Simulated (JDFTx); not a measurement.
Runs of JDFTx 1.7.0 (patched build) on GaN. Symmetry: P6_3mc, No. 186, hexagonal system. Conventional cell: a = 3.180 Å, b = 3.180 Å, c = 5.166 Å, α = 90.00°, β = 90.00°, γ = 120.00°. Ga (site symmetry 3m) is surrounded by 4 N at 1.94 to 1.95 Å. N (site symmetry 3m) has 4 Ga at 1.94 to 1.95 Å as nearest neighbours. 

```csv
task,level,potentials or basis,max SCF steps,SCF threshold on the energy,solver of the electrons,further solve for the empty bands,band ratio of the Davidson solver,gap on the mesh (eV),pressure (GPa),largest force (eV/Å)
single point,PBE,PseudoDojo-SR-PBE-0.5-standard,100,1e-09 Ha,scf,yes,-,2.01,7.5,0.14
single point,LDA,PseudoDojo-SR-LDA-0.4.1-standard,100,1e-09 Ha,scf,yes,-,2.01,-4.8,0.13
single point,BLYP,PseudoDojo-SR-PBE-0.5-standard with smoothed tails,100,1e-09 Ha,scf,yes,-,(a),13.3,0.13
single point,PBE,PseudoDojo-SR-PBE-0.5-standard with smoothed tails,100,1e-09 Ha,scf,yes,-,2.01,7.5,0.14
```

Alike in all rows: no spin polarisation; cell as given; k mesh 10 × 10 × 5; cutoff (eV) 1143; smearing fermi-dirac 0.05 eV.

**Question.** Fill in the values left out.

**Answer.** (a) 2.06.

Caveats: an odd mesh through Γ misses points on the zone boundary, where band edges often lie; forces may be off by hundredths of an eV/Å (some runs); the potentials were made for another functional, which shifts forces and pressure (some runs).

A k mesh can miss the band edges, and the runs leave out spin-orbit coupling on Ga.

Not every run made on this cell is shown here.
